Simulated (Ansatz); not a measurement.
(100) slab cut from the bulk of TiN, 15 Å of vacuum:

```
CELL_PARAMETERS angstrom
2.97263 0.00000 0.00000
0.00000 2.97263 0.00000
0.00000 0.00000 25.50983
ATOMIC_POSITIONS crystal
Ti 0.50000 0.50000 0.29400
N 0.00000 0.00000 0.29400
Ti 0.00000 0.00000 0.37640
N 0.50000 0.50000 0.37640
Ti 0.50000 0.50000 0.45880
N 0.00000 0.00000 0.45880
Ti 0.00000 0.00000 0.54120
N 0.50000 0.50000 0.54120
Ti 0.50000 0.50000 0.62360
N 0.00000 0.00000 0.62360
Ti 0.00000 0.00000 0.70600
N 0.50000 0.50000 0.70600
```

Theory: DFT PBEsol, scalar-relativistic, plane waves, PAW in Ansatz. Settings: cutoff 420 eV, Γ-centred mesh 12×12×1 on the computed 12-atom cell, Gaussian smearing of 0.10 eV; no spin polarisation. A dipole correction removes the field between periodic images along c.

This base run converges in 9 iterations with a largest force of 2.174 eV/Å and a work function of 2.51 eV on the top face.

One setting at a time is then changed, some of them on purpose to poor values; changes count from the base run, energies are extrapolated to zero smearing, γ keeps the base's bulk energy, atoms stay where they are, a change of functional drops any dispersion correction, and risky runs are capped at 50 to 100 iterations.

Q: What happens with occupations fermi-dirac 0.3 eV?

A: It converges in 8 iterations; ΔE (meV/atom) -0.7, Δγ (J/m²) -0.008, Δφ top (eV) +0.38, largest force (eV/Å) 1.798, largest change of a force (eV/Å) 0.376.

Q: What happens with k mesh 12×12×3?

A: It converges in 9 iterations; ΔE (meV/atom) 0.0, Δγ (J/m²) 0.000, Δφ top (eV) 0.00, largest force (eV/Å) 2.175, largest change of a force (eV/Å) 0.000.

Q: What happens with functional PBE?

A: It converges in 9 iterations; Δφ top (eV) -0.04, largest force (eV/Å) 1.859, largest change of a force (eV/Å) 0.315.

Q: What happens with at most 2 SCF iterations?

A: It doesn't converge (2 iterations).

Q: What happens with field of 0.6 V/Å along c?

A: It converges in 24 iterations; ΔE (meV/atom) -11.1, largest force (eV/Å) 2.143, largest change of a force (eV/Å) 0.097. The vacuum level falls under the Fermi level and electrons spill into the vacuum, so these numbers aren't the slab's own response.

In some of the runs (field 0.6, vacuum 3) charge leaks into the vacuum, so their work functions can be off.

Cost: 8 runs of about 6.9 core-minutes in all, on Intel Xeon Platinum 8259CL (Skylake/Cascade Lake) (shared hosts).